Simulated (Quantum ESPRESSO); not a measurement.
Set up this calculation in Quantum ESPRESSO 7.5, as the native input.

```
Task                        : band structure
Functional                  : LDA
Potentials or basis         : GBRV 1.5 LDA
Cutoff                      : 612 eV
Density cutoff              : 4898 eV
k mesh                      : 13 × 13 × 13
Occupations                 : fermi-dirac, width 0.05 eV
Spin                        : no spin polarisation
Form of the LDA correlation : PZ81
Mixing beta                 : 0.5
Most SCF iterations         : 120
SCF threshold               : 4e-10 Ry
```

Crystal: BN.

```
N B
1.0
     0.00000    1.81300    1.81300
     1.81300    0.00000    1.81300
     1.81300    1.81300    0.00000
N B
1 1
Cartesian
  0.9065 0.9065 0.9065
  0.0000 0.0000 0.0000
```

The cell is a database's computed one.

One way to write it, as run:

pw.in

```
&CONTROL
  calculation = 'scf'
  prefix = 'pwscf'
  outdir = './tmp'
  pseudo_dir = './pseudo'
  tprnfor = .true.
  tstress = .true.
  disk_io = 'low'
/
&SYSTEM
  ibrav = 0
  nat = 2
  ntyp = 2
  ecutwfc = 45
  ecutrho = 360
  nbnd = 9
  occupations = 'smearing'
  smearing = 'fd'
  degauss = 0.00367493
/
&ELECTRONS
  conv_thr = 4d-10
  electron_maxstep = 120
  mixing_beta = 0.5
/
ATOMIC_SPECIES
N     14.0070 n_lda_v1.2.uspp.F.UPF
B     10.8100 b_lda_v1.4.uspp.F.UPF
CELL_PARAMETERS bohr
   0.0000000000    3.4260753537    3.4260753537
   3.4260753537    0.0000000000    3.4260753537
   3.4260753537    3.4260753537    0.0000000000
ATOMIC_POSITIONS bohr
N      1.7130376768    1.7130376768    1.7130376768
B      0.0000000000    0.0000000000    0.0000000000
K_POINTS automatic
13 13 13 0 0 0
```

bands.in

```
&CONTROL
  calculation = 'bands'
  prefix = 'pwscf'
  outdir = './tmp'
  pseudo_dir = './pseudo'
  disk_io = 'low'
  verbosity = 'high'
/
&SYSTEM
  ibrav = 0
  nat = 2
  ntyp = 2
  ecutwfc = 45
  ecutrho = 360
  nbnd = 9
  occupations = 'smearing'
  smearing = 'fd'
  degauss = 0.00367493
/
&ELECTRONS
  conv_thr = 1d-08
  electron_maxstep = 120
  mixing_beta = 0.5
  diago_full_acc = .true.
/
ATOMIC_SPECIES
N     14.0070 n_lda_v1.2.uspp.F.UPF
B     10.8100 b_lda_v1.4.uspp.F.UPF
CELL_PARAMETERS bohr
   0.0000000000    3.4260753537    3.4260753537
   3.4260753537    0.0000000000    3.4260753537
   3.4260753537    3.4260753537    0.0000000000
ATOMIC_POSITIONS bohr
N      1.7130376768    1.7130376768    1.7130376768
B      0.0000000000    0.0000000000    0.0000000000
K_POINTS crystal
60
 0.0000000000  0.0000000000  0.0000000000 1
 0.0625000000  0.0000000000  0.0625000000 1
 0.1250000000  0.0000000000  0.1250000000 1
 0.1875000000  0.0000000000  0.1875000000 1
 0.2500000000  0.0000000000  0.2500000000 1
 0.3125000000  0.0000000000  0.3125000000 1
 0.3750000000  0.0000000000  0.3750000000 1
 0.4375000000  0.0000000000  0.4375000000 1
 0.5000000000  0.0000000000  0.5000000000 1
 0.5000000000  0.0625000000  0.5625000000 1
 0.5000000000  0.1250000000  0.6250000000 1
 0.5000000000  0.1875000000  0.6875000000 1
 0.5000000000  0.2500000000  0.7500000000 1
 0.4375000000  0.3125000000  0.7500000000 1
 0.3750000000  0.3750000000  0.7500000000 1
 0.3375000000  0.3375000000  0.6750000000 1
 0.3000000000  0.3000000000  0.6000000000 1
 0.2625000000  0.2625000000  0.5250000000 1
 0.2250000000  0.2250000000  0.4500000000 1
 0.1875000000  0.1875000000  0.3750000000 1
 0.1500000000  0.1500000000  0.3000000000 1
 0.1125000000  0.1125000000  0.2250000000 1
 0.0750000000  0.0750000000  0.1500000000 1
 0.0375000000  0.0375000000  0.0750000000 1
 0.0000000000  0.0000000000  0.0000000000 1
 0.0625000000  0.0625000000  0.0625000000 1
 0.1250000000  0.1250000000  0.1250000000 1
 0.1875000000  0.1875000000  0.1875000000 1
 0.2500000000  0.2500000000  0.2500000000 1
 0.3125000000  0.3125000000  0.3125000000 1
 0.3750000000  0.3750000000  0.3750000000 1
 0.4375000000  0.4375000000  0.4375000000 1
 0.5000000000  0.5000000000  0.5000000000 1
 0.5250000000  0.4500000000  0.5250000000 1
 0.5500000000  0.4000000000  0.5500000000 1
 0.5750000000  0.3500000000  0.5750000000 1
 0.6000000000  0.3000000000  0.6000000000 1
 0.6250000000  0.2500000000  0.6250000000 1
 0.5833333333  0.2500000000  0.6666666667 1
 0.5416666667  0.2500000000  0.7083333333 1
 0.5000000000  0.2500000000  0.7500000000 1
 0.5000000000  0.2857142857  0.7142857143 1
 0.5000000000  0.3214285714  0.6785714286 1
 0.5000000000  0.3571428571  0.6428571429 1
 0.5000000000  0.3928571429  0.6071428571 1
 0.5000000000  0.4285714286  0.5714285714 1
 0.5000000000  0.4642857143  0.5357142857 1
 0.5000000000  0.5000000000  0.5000000000 1
 0.4821428571  0.4821428571  0.5357142857 1
 0.4642857143  0.4642857143  0.5714285714 1
 0.4464285714  0.4464285714  0.6071428571 1
 0.4285714286  0.4285714286  0.6428571429 1
 0.4107142857  0.4107142857  0.6785714286 1
 0.3928571429  0.3928571429  0.7142857143 1
 0.3750000000  0.3750000000  0.7500000000 1
 0.6250000000  0.2500000000  0.6250000000 1
 0.5937500000  0.1875000000  0.5937500000 1
 0.5625000000  0.1250000000  0.5625000000 1
 0.5312500000  0.0625000000  0.5312500000 1
 0.5000000000  0.0000000000  0.5000000000 1
```

Potentials or basis: GBRV 1.5 LDA.

The run is started by

```sh
$ OMP_NUM_THREADS=1 pw.x -in pw.in > pw.out
$ OMP_NUM_THREADS=1 pw.x -in bands.in > bands.out
```

It gave:

- Pressure: -12.9 GPa
- Band gap on the k mesh: 4.41 eV, indirect (least direct gap 8.66 eV)
- Band gap along the path: 4.34 eV, indirect (least direct gap 8.66 eV)

Run time: 4.5 s on 1 thread of Intel(R) Xeon(R) 6985P-C CPU @ 2.30GHz (Granite Rapids), with other jobs on the host, peak memory 0.09 GiB.
